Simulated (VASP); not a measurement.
# Y in VASP: a series of runs

Aim: see how the results for Y move with the level of theory and the settings. Levels: LDA, PBE, PBEsol, RPBE, revPBE. Tasks: work function.

All numbers are computed with VASP 6.6.1; they aren't measurements. Logs are shortened: lines on timing, memory, paths and dates and some standing lists are left out, and cuts for length are marked.

## Step 1: The structure

The cell holds a slab with vacuum, 3 atoms: a = 3.651 Å, b = 3.651 Å, c = 20.747 Å, α = 90.00°, β = 90.00°, γ = 120.00°.

The slab is cut from a database's or a generator's crystal, which needn't be the stable form of the element.

## Step 2: Work function, LDA

INCAR reads:

```
SYSTEM = Y
ALGO = Normal
DIPOL = 0.5 0.5 0.500
EDIFF = 1E-6
ENCUT = 520
IDIPOL = 3
ISIF = 2
ISMEAR = -1
LASPH = .True.
LCHARG = .True.
LDIPOL = .True.
LELF = .True.
LREAL = .False.
LVACPOTAV = .True.
LVHAR = .True.
LWAVE = .False.
NELM = 60
PREC = Accurate
SIGMA = 0.05
```

KPOINTS reads:

```
k-points
0
Gamma
  8 8 1
  0 0 0
```

POSCAR reads:

```
Y
1.0
    3.6514992371      0.0000000000      0.0000000000
   -1.8257496186      3.1622911012      0.0000000000
    0.0000000000      0.0000000000     20.7474000000
Y
3
Direct
    0.3333333333      0.6666666666      0.3614910784
    0.6666666667      0.3333333334      0.5000000000
    0.3333333333      0.6666666666      0.6385089216
```

Potentials or basis: VASP PAW LDA potentials, release 64 (Y_sv).

On the command line:

```bash
$ cat potpaw_LDA.64/Y_sv/POTCAR > POTCAR
$ mpirun -np 1 vasp_std > vasp.out
```

OUTCAR:

```text
SYSTEM = Y
   EDIFF = 1E-6
   ENCUT = 520
   ISIF = 2
   ISMEAR = -1
   LASPH = .True.
   LREAL = .False.
   NELM = 60
   PREC = Accurate

 ion  position               nearest neighbor table
   1  0.333  0.667  0.361-   2 3.56   2 3.56   2 3.56
   2  0.667  0.333  0.500-   1 3.56   3 3.56   1 3.56   3 3.56   1 3.56   3 3.56
   3  0.333  0.667  0.639-   2 3.56   2 3.56   2 3.56

  LATTYP: Found a hexagonal cell.
 ALAT       =     3.6514992371
 C/A-ratio  =     5.6818853443

  Lattice vectors:

 A1 = (   3.6514992371,   0.0000000000,   0.0000000000)
 A2 = (  -1.8257496186,   3.1622911012,   0.0000000000)
 A3 = (   0.0000000000,   0.0000000000,  20.7474000000)

Analysis of symmetry for initial positions (statically):
=====================================================================
 Subroutine PRICEL returns:
 Original cell was already a primitive cell.

 Routine SETGRP: Setting up the symmetry group for a
 hexagonal supercell.

 Subroutine GETGRP returns: Found 12 space group operations
 (whereof 12 operations were pure point group operations)
 out of a pool of 24 trial point group operations.

The static configuration has the point symmetry D_3h.

Analysis of symmetry for dynamics (positions and initial velocities):
=====================================================================
 Subroutine PRICEL returns:
 Original cell was already a primitive cell.

 Routine SETGRP: Setting up the symmetry group for a
 hexagonal supercell.

 Subroutine GETGRP returns: Found 12 space group operations
 (whereof 12 operations were pure point group operations)
 out of a pool of 24 trial point group operations.

The dynamic configuration has the point symmetry D_3h.

 Subroutine INISYM returns: Found 12 space group operations
 (whereof 12 operations are pure point group operations),
 and found     1 'primitive' translations

----------------------------------------------------------------------------------------

                                     Primitive cell

  volume of cell :     239.5724

  direct lattice vectors                    reciprocal lattice vectors
     3.651499237  0.000000000  0.000000000     0.273860115  0.158113211  0.000000000
    -1.825749619  3.162291101  0.000000000     0.000000000  0.316226422  0.000000000
     0.000000000  0.000000000 20.747400000     0.000000000  0.000000000  0.048198810

  length of vectors
     3.651499237  3.651499237 20.747400000     0.316226422  0.316226422  0.048198810

  position of ions in fractional coordinates (direct lattice)
     0.333333333  0.666666667  0.361491078
     0.666666667  0.333333333  0.500000000
     0.333333333  0.666666667  0.638508922

  ion indices of the primitive-cell ions
   primitive index   ion index
                 1           1
                 2           2
                 3           3

----------------------------------------------------------------------------------------

 KPOINTS: k-points

Automatic generation of k-mesh.
 Grid dimensions read from file:
 generate k-points for:    8    8    1

 Generating k-lattice:

  Cartesian coordinates                     Fractional coordinates (reciprocal lattice)
     0.034232514  0.019764151  0.000000000     0.125000000  0.000000000  0.000000000
     0.000000000  0.039528303  0.000000000     0.000000000  0.125000000  0.000000000
     0.000000000  0.000000000  0.048198810     0.000000000  0.000000000  1.000000000

  Length of vectors
     0.039528303  0.039528303  0.048198810

  Shift w.r.t. Gamma in fractional coordinates (k-lattice)
     0.000000000  0.000000000  0.000000000

 Subroutine IBZKPT returns following result:
 ===========================================

 Found     10 irreducible k-points:

 Following reciprocal coordinates:
            Coordinates               Weight
  0.000000  0.000000  0.000000      1.000000
  0.125000  0.000000  0.000000      6.000000
  0.250000  0.000000  0.000000      6.000000
  0.375000 -0.000000  0.000000      6.000000
  0.500000  0.000000  0.000000      3.000000
  0.125000  0.125000  0.000000      6.000000
  0.250000  0.125000  0.000000     12.000000
  0.375000  0.125000  0.000000     12.000000
  0.250000  0.250000  0.000000      6.000000
  0.375000  0.250000  0.000000      6.000000
   k-points           NKPTS =     10   k-points in BZ     NKDIM =     10   number of bands    NBANDS=     20
   number of dos      NEDOS =    301   number of ions     NIONS =      3
   total plane-waves  NPLWV = 125440
   dimension x,y,z NGX =    28 NGY =   28 NGZ =  160
   dimension x,y,z NGXF=    56 NGYF=   56 NGZF=  320
   ions per type =               3
   NGX,Y,Z   is equivalent  to a cutoff of  12.75, 12.75, 12.82 a.u.
   NGXF,Y,Z  is equivalent  to a cutoff of  25.50, 25.50, 25.64 a.u.
 SYSTEM =  Y
   PREC   = accura    normal or accurate (medium, high low for compatibility)
   ISTART =      0    job   : 0-new  1-cont  2-samecut
   ICHARG =      2    charge: 1-file 2-atom 10-const
   ISPIN  =      1    spin polarized calculation?
   LNONCOLLINEAR =      F non collinear calculations
   LSORBIT =      F    spin-orbit coupling
   LASPH  =      T    aspherical Exc in radial PAW
   ENCUT  =  520.0 eV  38.22 Ry    6.18 a.u.   6.79  6.79 38.58*2*pi/ulx,y,z
   NELM   =     60;   NELMIN=  2; NELMDL= -5     # of ELM steps
   EDIFF  = 0.1E-05   stopping-criterion for ELM
   LREAL  =      F    real-space projection
   EDIFFG = 0.1E-04   stopping-criterion for IOM
   NSW    =      0    number of steps for IOM
   IBRION =     -1    ionic relax: 0-MD 1-quasi-New 2-CG
   NFREE  =      0    steps in history (QN), initial steepest desc. (CG)
   ISIF   =      2    stress and relaxation
   ISYM   =      2    0-nonsym 1-usesym 2-fastsym
   POTIM  = 0.5000    time-step for ionic-motion
   TEBEG  =    0.0;   TEEND  =   0.0 temperature during run
   PSTRESS=    0.0 pullay stress
   NELECT =      33.0000    total number of electrons
   NUPDOWN=      -1.0000    fix difference up-down
   EMIN   =  10.00;   EMAX   =-10.00  energy-range for DOS
   EFERMI =   0.00;   METHOD = LEGACY
   ISMEAR =    -1;   SIGMA  =   0.05  broadening in eV -4-tet -1-fermi 0-gaus
   EFERMI_NEDOS =   21; number of points for ismear=-14 and -15
   IALGO  =     38    algorithm
   IMIX   =      4    mixing-type and parameters
     AMIX     =   0.40;   BMIX     =  1.00
     AMIX_MAG =   1.60;   BMIX_MAG =  1.00
  volume/ion in A,a.u.               =      79.86       538.90
  Fermi-wavevector in a.u.,A,eV,Ry     =   0.845475  1.597715  9.725816  0.714827
  Thomas-Fermi vector in A             =   1.960669
   LORBIT       =      0    0 simple, 1 ext, 2 COOP (PROOUT), +10 PAW based schemes
   GGA     = CA    functional components
   LHFCALC =     F    Hartree Fock is set to
   AEXX    =    0.0000 exact exchange contribution
   IVDW    =     0    specifies the selected vdW correction
   LEPSILON=     F    determine dielectric tensor
   LRPA    =     F    only Hartree local field effects (RPA)
 non-spin polarized calculation
  energy-cutoff  :      520.00
  volume of cell :      239.57
 maximum number of plane-waves:      6470
 NGX is ok and might be reduce to    28
   NGX = 13   NGY = 13   NGZ = 77

 number of electron      33.0000001 magnetization

 dipolmoment           0.000000      0.000000      0.000000 electrons x Angstroem

 Free energy of the ion-electron system (eV)
  ---------------------------------------------------
  ext. energy  EPLUGINS =         0.00000000
  ---------------------------------------------------
  free energy    TOTEN  =       -19.06833026 eV

  energy without entropy =      -19.01189513  energy(sigma->0) =      -19.04011269

 E-fermi :  -0.6949     XC(G=0):  -4.9070

 val. band max:       -0.7142389096   @ k =   0.2500   0.0000   0.0000
 cond. band min:      -0.6791602832   @ k =   0.3750   0.2500   0.0000
 fundamental gap:      0.0350786263
 Fermi energy:        -0.6949272283

 k-point     1 :       0.0000    0.0000    0.0000
  band No.  band energies     occupation
      1     -43.6228      2.00000
      2     -43.6219      2.00000
      3     -42.9781      2.00000
      4     -23.8277      2.00000
      5     -23.7726      2.00000
      6     -23.5043      2.00000
[... 12 lines left out ...]
     19       0.8202      0.00000
     20       0.8403      0.00000

 k-point     2 :       0.1250    0.0000    0.0000
  band No.  band energies     occupation
      1     -43.6177      2.00000
      2     -43.6169      2.00000
      3     -42.9732      2.00000
      4     -23.8139      2.00000
      5     -23.7674      2.00000
      6     -23.5607      2.00000
[... 12 lines left out ...]
     19       0.3860      0.00000
     20       0.5392      0.00000

 k-point     3 :       0.2500    0.0000    0.0000
  band No.  band energies     occupation
      1     -43.6053      2.00000
      2     -43.6048      2.00000
      3     -42.9612      2.00000
      4     -23.7817      2.00000
      5     -23.7562      2.00000
      6     -23.6924      2.00000
[... 12 lines left out ...]
     19      -0.2223      0.00016
     20       0.2964      0.00000

 k-point     4 :       0.3750   -0.0000    0.0000
  band No.  band energies     occupation
      1     -43.5929      2.00000
      2     -43.5927      2.00000
      3     -42.9491      2.00000
      4     -23.8279      2.00000
      5     -23.8131      2.00000
      6     -23.7473      2.00000
[... 107 lines left out ...]
 k-point     9 :       0.2500    0.2500    0.0000
  band No.  band energies     occupation
      1     -43.5877      2.00000
      2     -43.5876      2.00000
      3     -42.9441      2.00000
      4     -23.8095      2.00000
      5     -23.7970      2.00000
      6     -23.7417      2.00000
[... 12 lines left out ...]
     19      -0.5329      0.07539
     20       0.0217      0.00000

 k-point    10 :       0.3750    0.2500    0.0000
  band No.  band energies     occupation
      1     -43.5841      2.00000
      2     -43.5841      2.00000
      3     -42.9406      2.00000
      4     -23.8110      2.00000
      5     -23.8005      2.00000
      6     -23.7381      2.00000
[... 12 lines left out ...]
     19      -0.1883      0.00008
     20      -0.1736      0.00006

------------------------ aborting loop because EDIFF is reached ----------------------------------------

  FORCE on cell =-STRESS in cart. coord.  units (eV):
  Direction    XX          YY          ZZ          XY          YZ          ZX
  --------------------------------------------------------------------------------------
  -------------------------------------------------------------------------------------
  Total       -3.5287814     -3.5287814     -2.7722618      0.0000000      0.0000000     -0.0000000
  in kB      -23.5992718    -23.5992718    -18.5399294      0.0000000      0.0000000     -0.0000000
  external PRESSURE =     -21.9128244 kB  Pullay stress =       0.0000000 kB

 VOLUME and BASIS-vectors are now :
 -----------------------------------------------------------------------------
  energy-cutoff  :      520.00
  volume of cell :      239.57
      direct lattice vectors                 reciprocal lattice vectors
     3.651499237  0.000000000  0.000000000     0.273860115  0.158113211  0.000000000
    -1.825749619  3.162291101  0.000000000     0.000000000  0.316226422  0.000000000
     0.000000000  0.000000000 20.747400000     0.000000000  0.000000000  0.048198810

 POSITION                                       TOTAL-FORCE (eV/Angst)
 -----------------------------------------------------------------------------------
     -0.00000      2.10819      7.50000        -0.000000      0.000000      0.481575
      1.82575      1.05410     10.37370         0.000000     -0.000000      0.000000
     -0.00000      2.10819     13.24740        -0.000000     -0.000000     -0.481575
 -----------------------------------------------------------------------------------
    total drift:                               -0.000000      0.000000     -0.000000

  FREE ENERGIE OF THE ION-ELECTRON SYSTEM (eV)
  ---------------------------------------------------
  free  energy   TOTEN  =       -19.0683302583 eV

  energy  without entropy=      -19.0118951270  energy(sigma->0) =      -19.04011269

 vacuum level on the upper side and lower side of the slab         2.758         2.758
```

Run time: 82 s. Hardware: 1 thread of Intel Xeon Platinum 8488C (Sapphire Rapids), shared host; peak memory 0.29 GiB.

Results:

```
Free energy                     : -19.0683 eV
Largest force                   : 0.482 eV/Å
Band gap on the k mesh          : none (metal or under the smearing width)
Work function of the upper face : 3.45 eV
Work function of the lower face : 3.45 eV
```

Forces in eV/Å, atoms in the order of the input:
```
Y    0.000  0.000  0.482
Y    0.000  0.000  0.000
Y    0.000  0.000 -0.482
```

Levels at points of the mesh, in eV from the Fermi level:
| k point | band 14 | band 15 | band 16 | band 17 | band 18 | band 19 | band 20 |
| --- | --- | --- | --- | --- | --- | --- | --- |
| (0.00, 0.00, 0.00) | -3.40 | -2.25 | 0.13 | 0.25 | 0.83 | 1.52 | 1.54 |
| (0.50, 0.00, 0.00) | -1.48 | -1.22 | -0.47 | -0.21 | 0.49 | 0.72 | 1.28 |

## Step 3: Work function, PBE

Edit INCAR of step 2 so:

```diff
@@ -5,2 +5,3 @@
 ENCUT = 520
+GGA = PE
 IDIPOL = 3
```

KPOINTS is that of step 2.

POSCAR is that of step 2.

Potentials or basis: VASP PAW PBE potentials, release 64 (Y_sv).

On the command line:

```bash
$ cat potpaw_PBE.64/Y_sv/POTCAR > POTCAR
$ mpirun -np 1 vasp_std > vasp.out
```

OUTCAR:

```text
SYSTEM = Y
   EDIFF = 1E-6
   ENCUT = 520
   GGA = PE
   ISIF = 2
   ISMEAR = -1
   LASPH = .True.
   LREAL = .False.
   NELM = 60
   PREC = Accurate

 ion  position               nearest neighbor table
   1  0.333  0.667  0.361-   2 3.56   2 3.56   2 3.56
   2  0.667  0.333  0.500-   1 3.56   3 3.56   1 3.56   3 3.56   1 3.56   3 3.56
   3  0.333  0.667  0.639-   2 3.56   2 3.56   2 3.56

  LATTYP: Found a hexagonal cell.
 ALAT       =     3.6514992371
 C/A-ratio  =     5.6818853443

  Lattice vectors:

 A1 = (   3.6514992371,   0.0000000000,   0.0000000000)
 A2 = (  -1.8257496186,   3.1622911012,   0.0000000000)
 A3 = (   0.0000000000,   0.0000000000,  20.7474000000)

Analysis of symmetry for initial positions (statically):
=====================================================================
 Subroutine PRICEL returns:
 Original cell was already a primitive cell.

 Routine SETGRP: Setting up the symmetry group for a
 hexagonal supercell.

 Subroutine GETGRP returns: Found 12 space group operations
 (whereof 12 operations were pure point group operations)
 out of a pool of 24 trial point group operations.

The static configuration has the point symmetry D_3h.

Analysis of symmetry for dynamics (positions and initial velocities):
[... 152 lines left out ...]
 cond. band min:      -0.4999884692   @ k =   0.3750   0.2500   0.0000
 fundamental gap:      0.0238828049
 Fermi energy:        -0.5185587122

 k-point     1 :       0.0000    0.0000    0.0000
  band No.  band energies     occupation
      1     -43.6841      2.00000
      2     -43.6833      2.00000
      3     -43.0360      2.00000
      4     -23.7669      2.00000
      5     -23.7151      2.00000
      6     -23.4437      2.00000
[... 219 lines left out ...]
     19      -0.0251      0.00010
     20      -0.0151      0.00008

------------------------ aborting loop because EDIFF is reached ----------------------------------------

  FORCE on cell =-STRESS in cart. coord.  units (eV):
  Direction    XX          YY          ZZ          XY          YZ          ZX
  --------------------------------------------------------------------------------------
  -------------------------------------------------------------------------------------
  Total       -1.4025330     -1.4025330     -1.1753698      0.0000000      0.0000000     -0.0000000
  in kB       -9.3796565     -9.3796565     -7.8604673      0.0000000      0.0000000     -0.0000000
  external PRESSURE =      -8.8732601 kB  Pullay stress =       0.0000000 kB

 VOLUME and BASIS-vectors are now :
 -----------------------------------------------------------------------------
  energy-cutoff  :      520.00
  volume of cell :      239.57
      direct lattice vectors                 reciprocal lattice vectors
     3.651499237  0.000000000  0.000000000     0.273860115  0.158113211  0.000000000
    -1.825749619  3.162291101  0.000000000     0.000000000  0.316226422  0.000000000
     0.000000000  0.000000000 20.747400000     0.000000000  0.000000000  0.048198810

 POSITION                                       TOTAL-FORCE (eV/Angst)
 -----------------------------------------------------------------------------------
     -0.00000      2.10819      7.50000        -0.000000      0.000000      0.203526
      1.82575      1.05410     10.37370         0.000000      0.000000      0.000000
     -0.00000      2.10819     13.24740        -0.000000     -0.000000     -0.203526
 -----------------------------------------------------------------------------------
    total drift:                                0.000000      0.000000     -0.000000

  FREE ENERGIE OF THE ION-ELECTRON SYSTEM (eV)
  ---------------------------------------------------
  free  energy   TOTEN  =       -17.8689399818 eV

  energy  without entropy=      -17.8106774689  energy(sigma->0) =      -17.83980873

 vacuum level on the upper side and lower side of the slab         2.756         2.756
```

OSZICAR:

```text
N       E                     dE             d eps       ncg     rms          rms(c)
DAV:   1     0.139281465584E+03    0.13928E+03   -0.16548E+04   552   0.137E+03
DAV:   2     0.153223609787E+01   -0.13775E+03   -0.13374E+03   448   0.298E+02
DAV:   3    -0.182281001468E+02   -0.19760E+02   -0.19367E+02   768   0.561E+01
[... 15 lines left out ...]
DAV:  19    -0.178688981130E+02   -0.75514E-04   -0.15599E-05   352   0.118E-02    0.594E-03
DAV:  20    -0.178689193269E+02   -0.21214E-04   -0.13786E-06   312   0.448E-03    0.360E-03
DAV:  21    -0.178689350544E+02   -0.15727E-04   -0.87395E-07   284   0.361E-03    0.163E-03
DAV:  22    -0.178689391964E+02   -0.41420E-05   -0.32778E-07   268   0.226E-03    0.461E-04
DAV:  23    -0.178689399818E+02   -0.78542E-06   -0.12664E-07   252   0.107E-03
   1 F= -.17868940E+02 E0= -.17839809E+02  d E =-.582625E-01
```

Wall time 94 s (1 thread of Intel Xeon Platinum 8488C (Sapphire Rapids), shared host); peak memory 0.35 GiB.

Results:

```
Free energy                     : -17.8689 eV
Largest force                   : 0.204 eV/Å
Band gap on the k mesh          : none (metal or under the smearing width)
Work function of the upper face : 3.27 eV
Work function of the lower face : 3.27 eV
```

Forces in eV/Å, atoms in the order of the input:
```
Y    0.000  0.000  0.204
Y    0.000  0.000  0.000
Y    0.000  0.000 -0.204
```

Levels at points of the mesh, in eV from the Fermi level:
```csv
k point,band 15,band 16,band 17,band 18,band 19,band 20
"(0.00, 0.00, 0.00)",-2.25,0.13,0.25,0.81,1.57,1.62
"(0.50, 0.00, 0.00)",-1.21,-0.46,-0.21,0.49,0.67,1.25
```

(Part 1 of 2 ends here.)
